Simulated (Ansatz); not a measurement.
Relaxed bulk TaN:

```yaml
crystal:
  lattice:
    - [0.00000, 2.20863, 2.20863]
    - [2.20863, 0.00000, 2.20863]
    - [2.20863, 2.20863, 0.00000]
  atoms:
    - { symbol: Ta, position: [0.50000, 0.50000, 0.50000] }
    - { symbol: N, position: [0.00000, 0.00000, 0.00000] }
```

Miller indices refer to the conventional cell of Fm-3m (No. 225), a = 4.417 Å, b = 4.417 Å, c = 4.417 Å, α = 90.00°, β = 90.00°, γ = 90.00°.

Consider the (111) slab of 10 planes, 11.5 Å thick with 15 Å of vacuum as cut; outer planes N (top) and Ta (bottom), all atoms relaxed.

Theory: Ansatz, DFT PBE, scalar-relativistic, plane waves, PAW. Plane waves to 420 eV, a k mesh through Γ of 12×12×1 on the computed 10-atom cell and Gaussian smearing (0.10 eV); no spin polarisation. The cell repeats along c with a dipole correction in the vacuum.

The work function read from the bulk's Fermi level differs by 0.19 eV, so the slab's middle doesn't match the bulk reference (too thin, or relaxed to another structure or magnetic state).

Question: Predict the surface energy (mean of both faces).

Answer: 1.66 J/m².

Question: Predict the work function.

Answer: 5.46 eV (top), 4.89 eV (bottom).

Question: Estimate the dipole of the slab along +c, per cell.

Answer: -0.03 e·Å.

Question: The top two planes lie 1.275 Å apart in the bulk. How does relaxation change this?

Answer: The spacing becomes 0.903 Å (-29.2 %).

Spin-orbit coupling is left out, which matters for the bands of heavy elements.

The reference crystal is the rock-salt form of TaN, which isn't its usual structure.